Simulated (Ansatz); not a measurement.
# Transmission past a defect: Al wire along [111], 7 atoms a period, Ni in place of one Al, part 2 of 3

Wanted: the relaxed defect and the transmission past it, beside the channels of the perfect wire.

Ansatz 0.2.0; DFT PBE, plane waves, PAW; relaxation of a wire's period (the session's first sound run).

So far. Step 2 (Relaxing the period): The cell's length comes to 6.158 Å with spin left out.

### Step 3. The perfect wire

This step: DFT PBE, plane waves, PAW; channels and complex bands of a perfect wire (Ansatz 0.2.0).

At the relaxed period the Bloch states of the perfect wire are found at each energy: those that move forward count the open channels, and those that decay describe how a disturbance dies away inside the wire itself. An energy step of 0.035 eV is under the 0.039 eV that the program asks for its thermal average at 300 K.

The input, input.yaml:

```yaml
crystal:
  lattice:
    - [9.657, 0.0, 0.0]
    - [0.0, 10.099, 0.0]
    - [0.0, 0.0, 6.1580527695]
  atoms:
    - { symbol: Al, position: [0.499985057, 0.499982483, 0.0] }
    - { symbol: Al, position: [0.352161272, 0.418486686, 0.338357439] }
    - { symbol: Al, position: [0.499985057, 0.663180412, 0.338723421] }
    - { symbol: Al, position: [0.647808842, 0.418486686, 0.338357439] }
    - { symbol: Al, position: [0.352161272, 0.58147828, 0.661642561] }
    - { symbol: Al, position: [0.499985057, 0.336784554, 0.661276579] }
    - { symbol: Al, position: [0.647808842, 0.58147828, 0.661642561] }
kpoints:
  mp_grid: { grid: [1, 1, 13] }
scf:
  occupations: { method: fermi_dirac, width: 0.05 }
hamiltonian:
  xc: pbe
output:
  transmission:
    e_range: [-1.26, 1.26]
    de: 0.035
    kmesh: [1, 1]
    reduced_basis: true
    leads: [[0, 0]]
basis:
  ecutwfc: "350 eV"
```

The run is started by

```sh
$ ansatz run input.yaml --threads 4 --pin off --max-ram 16384MiB --backend cpu --events-out ev --progress --plain --runs-dir out
```

Numbers of over 12 decimals in the logs are rounded to 6 here.

The log of the run:

```text
Warning: basis.ecutwfc = 350 eV is below the records' recommended 420 eV, and the density's cutoff is lower with it unless basis.ecutrho_ratio is high enough to keep the records' density cutoff: compare with a run at a higher cutoff
[...]
Crystal: 7 atoms, lattice volume = 600.571 Å³
Basis set: ecut = 350 eV, 8965 PW (Γ)
Bands: 18, of which v1, the nominal top of the filled ones, is band 11 counted from 1 (10 counted from 0)
Symmetry: 4 space group operations
[...]
k-points: 7 of 13
[...]
SCF iter   1: F=—  HF=-3756.089876 eV  |F-HF|=—  |Δ(HF+E_count)|=         —  Δρ=1.62e-3  dr2=5.90e-2  ethr=1.77e-3  ⟨swp⟩=9.9  Hψ=989  notcnv=0
[...]
SCF iter   6: F=-3756.080107 eV  HF=-3756.080106 eV  |F-HF|=5.39e-8  |Δ(HF+E_count)|=   2.84e-6  Δρ=2.45e-6  dr2=6.13e-8  ethr=4.76e-10  ⟨swp⟩=8.6  Hψ=585  notcnv=0
SCF 1 converged in 6 iterations: F = -3756.080107 eV  dr2 = 6.13e-8
[...]
transmission: 7 of 42 steps passed
transmission: 14 of 42 steps passed
[...]
transmission: 42 of 42 steps passed
SCF converged after 6 iterations
Free energy (F): -3756.080107 eV
[...]
Internal energy: -3756.066559 eV  (E = F + TS)
E sigma→0 (E₀):  -3756.073333 eV
Entropy (-TS):   -0.013548 eV (-1.935 meV/atom)
Fermi energy:    -1.582255 eV
[...]
--- Band table (eV; the first three rows and the last of 7) ---
  k-point 0: bands = [... 7 lower, -3.0503, -2.4620, -2.4508, -2.2912, -2.2861, -0.7914, -0.2555, -0.2163, ... 3 higher]
  k-point 1: bands = [... 7 lower, -3.0356, -2.7246, -2.7107, -1.9317, -1.9296, -0.8226, -0.2686, -0.2277, ... 3 higher]
  k-point 2: bands = [... 7 lower, -2.9924, -2.9065, -2.8811, -1.4754, -1.4751, -0.9115, -0.2900, -0.2462, ... 3 higher]
  k-point 6: bands = [... 7 lower, -2.9001, -2.8651, -2.4471, -1.4167, -1.0399, -0.9897, -0.5748, 0.5761, ... 3 higher]
--- Transmission ---
  basis      : 715 plane waves across, 7 finite elements along
  points     : 1, standing for a mesh of 1 x 1
  filling    : by the input's occupations and mesh, since the crystals that have channels conduct as metals do. If one of these is a semiconductor, that mesh has misplaced its level
  energies   : 73 from -1.260000 to 1.260000 eV about the Fermi level, 0.035000 eV apart; the leads are filled to 0.000000 eV, and channels, transmission and decay are at 0.000000 eV
  crystal 0  : Al7, at the sites [0, 0], period 6.1581 Å: whole cells are its period
    offset         : up to 0.0000 Å between an atom of the period and one for which it stands
    filled         : 66.0 meV over the level at which it is neutral
    channels       : 2.000000e0 a spin
    conductance    : 1.5914e14 S/m² at 300 K; may be off by some 0.0 % by where its bands' edges are placed, 0.1 % from the distance to neutral
```

It took 40 s on 4 threads of Arm Neoverse V1, shared host; peak memory 0.85 GiB.

In the SCF lines HF is the Harris–Foulkes energy and dr2 the Hartree energy of the density residual, in eV; the loop may stop once dr2 is under the threshold and the program's other checks hold. Hψ counts applications of the Hamiltonian.

This step gave:

| Item | Value |
| --- | --- |
| energy at zero smearing | -3756.0733 eV |
| channels at the energy nearest the Fermi level, one spin | 2 |
| conductance of the lead as this run defines it | 2.003 G₀ |
| band gap | 0 eV |

Open channels of the lead, one spin against energy, zero at the Fermi level:

```csv
energy (eV),"open channels of the lead, one spin"
-1.26,3
-1.19,3
-1.12,3
-1.05,3
-0.98,3
-0.91,3
-0.84,1
-0.77,0
-0.70,2
-0.63,2
-0.59,2
-0.53,2
-0.46,2
-0.39,2
-0.32,2
-0.24,2
-0.17,2
-0.10,2
-0.04,2
0.00,2
0.04,2
0.10,2
0.17,3
0.24,3
0.32,3
0.39,3
0.46,3
0.53,1
0.59,5
0.63,3
0.70,1
0.77,1
0.84,0
0.91,0
0.98,1
1.05,1
1.12,1
1.19,1
1.26,1
```

The slowest values at each energy, most degenerate partners merged, listed up to 1.5 1/Å. The Im kz of the slowest decaying states by energy, zero at the Fermi level:

```csv
energy (eV),decay 1 (Å⁻¹),decay 2 (Å⁻¹),decay 3 (Å⁻¹),decay 4 (Å⁻¹)
-1.26,0.104,0.152,0.162,0.995
-1.16,0.189,0.214,0.230,0.980
-1.05,0.214,0.261,0.267,0.965
-0.94,0.233,0.287,0.290,0.949
-0.84,0.0127,0.0149,0.245,0.303
-0.77,0.0151,0.0164,0.0392,0.250
-0.67,0.0626,0.253,0.314,0.318
-0.56,0.0751,0.251,0.316,0.321
-0.46,0.0829,0.245,0.314,0.320
-0.35,0.0875,0.236,0.309,0.317
-0.24,0.0897,0.221,0.301,0.310
-0.14,0.0894,0.202,0.291,0.301
-0.04,0.0853,0.177,0.277,0.289
0.00,0.0824,0.166,0.272,0.284
0.04,0.0778,0.156,0.266,0.279
0.14,0.0277,0.124,0.246,0.261
0.24,0.105,0.220,0.239,0.747
0.35,0.0958,0.185,0.209,0.726
0.46,0.0874,0.130,0.165,0.704
0.56,0.0789,0.0796,0.681,0.689
0.67,0.0473,0.0674,0.0681,0.657
0.77,0.0540,0.0949,0.0982,0.631
0.84,0.0411,0.0987,0.108,0.108
0.94,0.114,0.117,0.170,0.585
1.05,0.112,0.118,0.217,0.553
1.16,0.100,0.111,0.257,0.518
1.26,0.0600,0.0876,0.295,0.475
```

By hand: the program gives 1.5914 × 10^14 S/m² over the cell's cross-section of 97.53 Å² = 9.753 × 10^-19 m², so one cell conducts 1.552 × 10^-4 S. Divided by G0 = 2e²/h = 7.748 × 10^-5 S this is 2.00 G0, a resistance of 6.44 kΩ.

At the computed energy nearest the Fermi level there are 2 channels a spin, and the thermal average gives 2.00 G₀.

### Step 4. Relaxing the junction

This step: DFT PBE, plane waves, PAW; relaxation of a junction in a wire, ends held (Ansatz 0.2.0).

System of this step: Al wire along [111], 7 atoms a period, Ni in place of one Al. The cell holds 28 atoms: 27 Al and 1 Ni. Cell: a = 9.657 Å, b = 10.099 Å, c = 24.632 Å, α = 90.0°, β = 90.0°, γ = 90.0°. Regions: held atoms, 14 atoms (14 Al); free atoms, 14 atoms (13 Al and 1 Ni). Vacuum lies along a and b. The structure's axis is c.

14 atoms at the defect are free to relax, while 14 stay where the perfect wire has them, so that the ends still repeat as a lead. The cutoff is set under the files' recommended one to save time.

The input, input.yaml:

```yaml
crystal:
  lattice:
    - [9.657, 0.0, 0.0]
    - [0.0, 10.099, 0.0]
    - [0.0, 0.0, 24.6322110779]
  atoms:
    - { symbol: Al, position: [0.499985057, 0.499982483, 0.0] }
    - { symbol: Al, position: [0.352161272, 0.418486686, 0.08458936] }
    - { symbol: Al, position: [0.499985057, 0.663180412, 0.084680855] }
    - { symbol: Al, position: [0.647808842, 0.418486686, 0.08458936] }
    - { symbol: Al, position: [0.352161272, 0.58147828, 0.16541064] }
    - { symbol: Al, position: [0.499985057, 0.336784554, 0.165319145] }
    - { symbol: Al, position: [0.647808842, 0.58147828, 0.16541064] }
    - { symbol: Al, position: [0.499985057, 0.499982483, 0.25] }
    - { symbol: Al, position: [0.352161272, 0.418486686, 0.33458936] }
    - { symbol: Al, position: [0.499985057, 0.663180412, 0.334680855] }
    - { symbol: Ni, position: [0.647808842, 0.418486686, 0.33458936], spin: 1.0 }
    - { symbol: Al, position: [0.352161272, 0.58147828, 0.41541064] }
    - { symbol: Al, position: [0.499985057, 0.336784554, 0.415319145] }
    - { symbol: Al, position: [0.647808842, 0.58147828, 0.41541064] }
    - { symbol: Al, position: [0.499985057, 0.499982483, 0.5] }
    - { symbol: Al, position: [0.352161272, 0.418486686, 0.58458936] }
    - { symbol: Al, position: [0.499985057, 0.663180412, 0.584680855] }
    - { symbol: Al, position: [0.647808842, 0.418486686, 0.58458936] }
    - { symbol: Al, position: [0.352161272, 0.58147828, 0.66541064] }
    - { symbol: Al, position: [0.499985057, 0.336784554, 0.665319145] }
    - { symbol: Al, position: [0.647808842, 0.58147828, 0.66541064] }
    - { symbol: Al, position: [0.499985057, 0.499982483, 0.75] }
    - { symbol: Al, position: [0.352161272, 0.418486686, 0.83458936] }
    - { symbol: Al, position: [0.499985057, 0.663180412, 0.834680855] }
    - { symbol: Al, position: [0.647808842, 0.418486686, 0.83458936] }
    - { symbol: Al, position: [0.352161272, 0.58147828, 0.91541064] }
    - { symbol: Al, position: [0.499985057, 0.336784554, 0.915319145] }
    - { symbol: Al, position: [0.647808842, 0.58147828, 0.91541064] }
magnetization:
  spin_polarized: true
kpoints:
  mp_grid: { grid: [1, 1, 2] }
scf:
  occupations: { method: fermi_dirac, width: 0.1 }
hamiltonian:
  xc: pbe
relax:
  constraints: [{ sites: [0, 1, 2, 3, 4, 5, 6, 21, 22, 23, 24, 25, 26, 27] }]
  f_tol: 0.06
  max_steps: 35
basis:
  ecutwfc: "350 eV"
```

The log of the run:

```text
[...]
Crystal: 28 atoms, lattice volume = 2402.282 Å³
Basis set: ecut = 350 eV, 35773 PW (Γ), exchange–correlation on 120×128×320 points (8 copies of the dense FFT grid, shifted against one another)
Bands: 78, of which v1, the nominal top of the filled ones, is band 50 counted from 1 (49 counted from 0)
Symmetry: 1 space group operations
[...]
k-points: 2
[...]
Starting moments: Σ|m| = 1 μB on 1 of 28 sites
[...]
SCF iter   1: F=—  HF=-20333.291714 eV  |F-HF|=—  |Δ(HF+E_count)|=         —  Δρ=1.13e-2 (↑9.97e-3 ↓1.13e-2)  dr2=3.77e1  dr2_m=6.24e-2  M=1.172 μB ∫|m|=1.398 μB  β_m=0.30  ethr=3.10e-3  ⟨swp⟩=8.8  Hψ=1841  notcnv=0  defer=2
[...]
spin=Collinear: LDOS preconditioning applied to the charge; magnetization (m = ρ↑ − ρ↓) channel mixes plain (no charge-response kernel on spin).
SCF iter   2: F=—  HF=-20326.019295 eV  |F-HF|=—  |Δ(HF+E_count)|=    7.27e0  Δρ=5.82e-3 (↑5.00e-3 ↓5.82e-3)  dr2=7.32e0  dr2_m=2.84e-2  M=1.246 μB ∫|m|=1.470 μB  β_m=0.40  ethr=3.10e-3  ⟨swp⟩=4.0  Hψ=922  notcnv=0  defer=2
[...]
SCF iter  12: F=-20325.607551 eV  HF=-20325.607557 eV  |F-HF|=5.23e-6  |Δ(HF+E_count)|=   1.94e-6  Δρ=1.14e-5 (↑4.54e-6 ↓1.14e-5)  dr2=6.42e-6  dr2_m=4.28e-7  M=1.152 μB ∫|m|=1.436 μB  ethr=1.68e-8  ⟨swp⟩=1.8  Hψ=793  notcnv=0
SCF 1 converged in 12 iterations: F = -20325.607551 eV  dr2 = 6.42e-6
[...]
relax step   1: F+E_penalty+E_count = -20325.60755128 eV  Δ(F+E_penalty+E_count) = +0.000e0 eV  max|allowed force component| = 1.513e0 eV/Å  Δτ_max = 0.0000 Å  (12 SCF iters, dr2 threshold 9.00e-5 eV, accepted)
[...]
Starting moments: Σ|m| = 1 μB on 1 of 28 sites; this step starts from the density that it was given
[...]
SCF iter   1: F=—  HF=-20326.050963 eV  |F-HF|=—  |Δ(HF+E_count)|=         —  Δρ=5.05e-3 (↑2.50e-3 ↓5.05e-3)  dr2=3.58e-1  dr2_m=2.59e-1  M=0.990 μB ∫|m|=1.273 μB  β_m=0.30  ethr=3.36e-4  ⟨swp⟩=1.0  Hψ=1344  notcnv=0  defer=4
[...]
spin=Collinear: Resta preconditioning applied to the charge; magnetization (m = ρ↑ − ρ↓) channel mixes plain (no charge-response kernel on spin).
SCF iter   2: F=—  HF=-20326.041227 eV  |F-HF|=—  |Δ(HF+E_count)|=   9.74e-3  Δρ=3.46e-3 (↑1.59e-3 ↓3.46e-3)  dr2=1.33e-1  dr2_m=1.25e-1  M=1.004 μB ∫|m|=1.277 μB  β_m=0.51  ethr=3.36e-4  ⟨swp⟩=2.0  Hψ=476  notcnv=0  defer=4
[...]
SCF iter  16: F=-20326.096215 eV  HF=-20326.096223 eV  |F-HF|=8.03e-6  |Δ(HF+E_count)|=   1.66e-6  Δρ=1.22e-5 (↑4.96e-6 ↓1.22e-5)  dr2=8.51e-6  dr2_m=3.27e-7  M=0.970 μB ∫|m|=1.205 μB  ethr=1.38e-8  ⟨swp⟩=1.2  Hψ=641  notcnv=0
SCF 2 converged in 16 iterations: F = -20326.096215 eV  dr2 = 8.51e-6
relax step   2: F+E_penalty+E_count = -20326.09621457 eV  Δ(F+E_penalty+E_count) = -4.887e-1 eV  max|allowed force component| = 1.012e0 eV/Å  Δτ_max = 0.1949 Å  (16 SCF iters, dr2 threshold 1.00e-4 eV, accepted)
[...]
SCF iter  15: F=-20326.330988 eV  HF=-20326.330988 eV  |F-HF|=7.41e-7  |Δ(HF+E_count)|=   4.29e-6  Δρ=2.70e-6 (↑1.47e-6 ↓2.70e-6)  dr2=8.53e-7  dr2_m=3.70e-8  M=0.839 μB ∫|m|=1.048 μB  ethr=4.90e-9  ⟨swp⟩=2.0  Hψ=771  notcnv=0
SCF 3 converged in 15 iterations: F = -20326.330988 eV  dr2 = 8.53e-7
[...]
relax step   3: F+E_penalty+E_count = -20326.33098773 eV  Δ(F+E_penalty+E_count) = -2.348e-1 eV  max|allowed force component| = 3.464e-1 eV/Å  Δτ_max = 0.1950 Å  (15 SCF iters, dr2 threshold 6.40e-5 eV, accepted)
[...]
relax step   4: F+E_penalty+E_count = -20326.40740453 eV  Δ(F+E_penalty+E_count) = -7.642e-2 eV  max|allowed force component| = 1.132e-1 eV/Å  Δτ_max = 0.1160 Å  (18 SCF iters, dr2 threshold 1.41e-5 eV, accepted)
SCF iter   1: F=—  HF=-20326.411648 eV  |F-HF|=—  |Δ(HF+E_count)|=         —  Δρ=1.38e-3 (↑9.53e-4 ↓1.38e-3)  dr2=2.87e-2  dr2_m=2.63e-2  M=0.609 μB ∫|m|=0.785 μB  β_m=0.65  ethr=5.69e-4  ⟨swp⟩=5.8  Hψ=775  notcnv=0  defer=4
[...]
SCF iter  16: F=-20326.423160 eV  HF=-20326.423160 eV  |F-HF|=6.88e-10  |Δ(HF+E_count)|=  9.35e-10  Δρ=7.83e-8 (↑7.77e-8 ↓7.83e-8)  dr2=9.90e-10  dr2_m=4.91e-11  M=0.461 μB ∫|m|=0.584 μB  ethr=1.13e-12  ⟨swp⟩=1.2  Hψ=962  notcnv=0
SCF 5 converged in 16 iterations: F = -20326.423160 eV  dr2 = 9.90e-10
relax step   5: F+E_penalty+E_count = -20326.42315961 eV  Δ(F+E_penalty+E_count) = -1.576e-2 eV  max|allowed force component| = 5.162e-2 eV/Å  Δτ_max = 0.0981 Å  (16 SCF iters, accepted)
SCF converged after 16 iterations
Magnetization: 0.4613 μB (49.7306 up, 49.2694 down)
Absolute magnetization: 0.5868 μB (∫|ρ↑−ρ↓|, with the PAW one-centre terms)
[...]
Per-site moments (μB) at R_I (Å): [(0.00117841, 1.095784), (0.000700649, 1.065560), (0.000934699, 1.065577), (0.000465152, 1.065560), (8.814620378548959e-5, 1.065560), (0.00109363, 1.065577), (0.00120857, 1.065560), (0.00203574, 0.976274), (0.0019305, 0.984050), (0.00118618, 0.985696), (0.150023, 0.976274), (0.039931, 1.086380), (0.012249, 0.981643), (0.010154, 0.981283), (-0.000494474, 1.086380), (-0.000645093, 1.06 [...]
Free energy (F): -20326.423160 eV
[...]
Internal energy: -20326.112342 eV  (E = F + TS)
E sigma→0 (E₀):  -20326.267751 eV
Entropy (-TS):   -0.310818 eV (-11.101 meV/atom)
Fermi energy:    -1.827088 eV
[...]
--- Forces (eV/Å), atoms counted from 1 ---
  atom   1  Al     0.01078141    -0.00596007    -0.02431648
  atom   2  Al    -0.01273199     0.02612050     0.01428651
  atom   3  Al    -0.02894127     0.00013812     0.01643330
  atom   4  Al     0.01801849    -0.01011228    -0.01113399
  atom   5  Al     0.02628187    -0.01981579     0.10988146
  atom   6  Al    -0.00824559    -0.01194814     0.04382996
  atom   7  Al     0.01226074     0.01274390     0.03451401
  atom   8  Al    -0.01842532     0.01614087     0.00228275
  atom   9  Al    -0.02577366    -0.03115286     0.02027071
  atom  10  Al     0.00191877     0.04713680     0.03074068
  atom  11  Ni     0.05162245    -0.02618278     0.00880633
  atom  12  Al    -0.03571010     0.00994232    -0.00847713
  atom  13  Al    -0.03375198    -0.04077872     0.01720698
  atom  14  Al     0.02655780     0.03644619     0.00276369
  atom  15  Al     0.01251819     0.00442949    -0.03463195
  atom  16  Al     0.01727639     0.00589272    -0.01426794
  atom  17  Al     0.00649888    -0.02482623    -0.01493282
  atom  18  Al    -0.02342947     0.01266195    -0.01361553
  atom  19  Al     0.01991121    -0.01337181     0.01278114
  atom  20  Al     0.00179859     0.02109464     0.00933406
  atom  21  Al    -0.01114198    -0.01289519     0.01143539
  atom  22  Al    -0.00842944     0.00246482    -0.20327802
  atom  23  Al    -0.01510779    -0.01279668    -0.00977485
  atom  24  Al     0.00535656     0.01905184    -0.00001798
  atom  25  Al     0.00849671    -0.00171838    -0.02114178
  atom  26  Al    -0.00453822     0.00087333     0.00785556
  atom  27  Al    -0.00016055    -0.00541469     0.00417722
  atom  28  Al     0.00709075     0.00180974     0.00897349
  max |Σ_I F_I| component: 2.64e-5 eV/Å
--- Relaxed structure (5 steps of the walk, 5 accepted, 0 SCFs on fresh bases) ---
  F+E_penalty+E_count = -20326.42315961 eV   max|allowed force component| = 5.162e-2 eV/Å
  atoms:
    - { symbol: Al, position: [0.499985, 0.499982, 0.0] }
    - { symbol: Al, position: [0.352161272, 0.418487, 0.08458936] }
    - { symbol: Al, position: [0.499985, 0.663180, 0.084681] }
    - { symbol: Al, position: [0.647809, 0.418487, 0.08458936] }
    - { symbol: Al, position: [0.352161272, 0.581478, 0.16541064] }
    - { symbol: Al, position: [0.499985, 0.336785, 0.165319145] }
    - { symbol: Al, position: [0.647809, 0.581478, 0.16541064] }
    - { symbol: Al, position: [0.501290, 0.499966, 0.250810] }
    - { symbol: Al, position: [0.356200, 0.400402, 0.337294] }
    - { symbol: Al, position: [0.516122, 0.666960, 0.338952] }
    - { symbol: Ni, position: [0.598939, 0.444115, 0.335910] }
    - { symbol: Al, position: [0.339166, 0.584106, 0.413036] }
    - { symbol: Al, position: [0.529856, 0.327429, 0.415354] }
    - { symbol: Al, position: [0.674384, 0.557468, 0.415233] }
    - { symbol: Al, position: [0.490767, 0.506827, 0.496073] }
    - { symbol: Al, position: [0.344368, 0.424808, 0.582932] }
    - { symbol: Al, position: [0.491820, 0.667953, 0.583495] }
    - { symbol: Al, position: [0.640714, 0.423294, 0.581515] }
    - { symbol: Al, position: [0.347924, 0.584203, 0.665460] }
    - { symbol: Al, position: [0.494169, 0.340095, 0.662810] }
    - { symbol: Al, position: [0.642509, 0.584776, 0.663351] }
    - { symbol: Al, position: [0.499985, 0.499982, 0.750000] }
    - { symbol: Al, position: [0.352161272, 0.418487, 0.83458936] }
    - { symbol: Al, position: [0.499985, 0.663180, 0.834680855] }
    - { symbol: Al, position: [0.647809, 0.418487, 0.83458936] }
    - { symbol: Al, position: [0.352161272, 0.581478, 0.91541064] }
    - { symbol: Al, position: [0.499985, 0.336785, 0.915319] }
    - { symbol: Al, position: [0.647809, 0.581478, 0.91541064] }
```

Run time: 2 min. Hardware: 4 threads; peak memory 3.1 GiB.

Step by step:

```csv
step,energy less that of the first step (eV),largest force component (eV/Å)
1,0.0000,1.5133
2,-0.4887,1.0120
3,-0.7234,0.3464
4,-0.7999,0.1132
5,-0.8156,0.0516
```

The atoms that moved most (Å):

```csv
atom,dx,dy,dz,length
Ni11,-0.472,0.259,0.033,0.539
Al14,0.257,-0.242,-0.004,0.353
Al13,0.288,-0.094,0.001,0.304
Al9,0.039,-0.183,0.067,0.198
Al10,0.156,0.038,0.105,0.192
Al15,-0.089,0.069,-0.097,0.149
Al12,-0.125,0.027,-0.058,0.141
Al18,-0.069,0.049,-0.076,0.113
```

The relaxed structure:

```cif
data_structure
_symmetry_space_group_name_H-M 'P 1'
_symmetry_Int_Tables_number 1
_cell_length_a 9.6570
_cell_length_b 10.0990
_cell_length_c 24.6322
_cell_angle_alpha 90.000
_cell_angle_beta 90.000
_cell_angle_gamma 90.000
_cell_volume 2402.28
loop_
_atom_site_label
_atom_site_type_symbol
_atom_site_fract_x
_atom_site_fract_y
_atom_site_fract_z
_atom_site_occupancy
Al1 Al 0.49999 0.49998 0.00000 1
Al2 Al 0.35216 0.41849 0.08459 1
Al3 Al 0.49999 0.66318 0.08468 1
Al4 Al 0.64781 0.41849 0.08459 1
Al5 Al 0.35216 0.58148 0.16541 1
Al6 Al 0.49999 0.33678 0.16532 1
Al7 Al 0.64781 0.58148 0.16541 1
Al8 Al 0.50129 0.49997 0.25081 1
Al9 Al 0.35620 0.40040 0.33729 1
Al10 Al 0.51612 0.66696 0.33895 1
Ni11 Ni 0.59894 0.44412 0.33591 1
Al12 Al 0.33917 0.58411 0.41304 1
Al13 Al 0.52986 0.32743 0.41535 1
Al14 Al 0.67438 0.55747 0.41523 1
Al15 Al 0.49077 0.50683 0.49607 1
Al16 Al 0.34437 0.42481 0.58293 1
Al17 Al 0.49182 0.66795 0.58350 1
Al18 Al 0.64071 0.42329 0.58152 1
Al19 Al 0.34792 0.58420 0.66546 1
Al20 Al 0.49417 0.34009 0.66281 1
Al21 Al 0.64251 0.58478 0.66335 1
Al22 Al 0.49999 0.49998 0.75000 1
Al23 Al 0.35216 0.41849 0.83459 1
Al24 Al 0.49999 0.66318 0.83468 1
Al25 Al 0.64781 0.41849 0.83459 1
Al26 Al 0.35216 0.58148 0.91541 1
Al27 Al 0.49999 0.33678 0.91532 1
Al28 Al 0.64781 0.58148 0.91541 1
```

This step gave:

* energy at zero smearing: -20326.2678 eV
* total moment: 0.4613 μB
* absolute moment: 0.5868 μB

Site moment by element, in μB:

```csv
element,atoms,mean,spread (r.m.s.),least,largest
Al,27,0.003,0.008,-0.002,0.040
Ni,1,0.150,0.000,0.150,0.150
```

The atoms farthest from the mean of their element:

```csv
atom,"x, y, z (Å)",site moment (μB)
Al12,"3.28, 5.90, 10.17",0.040
Al13,"5.12, 3.31, 10.23",0.012
Al14,"6.51, 5.63, 10.23",0.010
Al18,"6.19, 4.27, 14.32",-0.002
Al17,"4.75, 6.75, 14.37",-0.001
Al16,"3.33, 4.29, 14.36",-0.001
Al15,"4.74, 5.12, 12.22",0.000
Al25,"6.26, 4.23, 20.56",0.000
```

The largest force component on a free atom ends at 0.052 eV/Å, under the limit of 0.06. Ni ends nearest to Al at 2.37 Å, Al at 2.38 Å, Al at 2.38 Å, Al at 2.39 Å and Al at 2.39 Å; its sphere holds +0.15 μB.

(Continued in part 3 of 3.)

[Logs are printed without paths, hosts, clocks, repeated set-up lines and the standing remarks that a program may print on its own settings, such as how far it seeks lower states.]

[Hosts, paths, dates, database ids (printed as entryN), source tags and the programs' standing remarks are cut or masked in the printed files.]
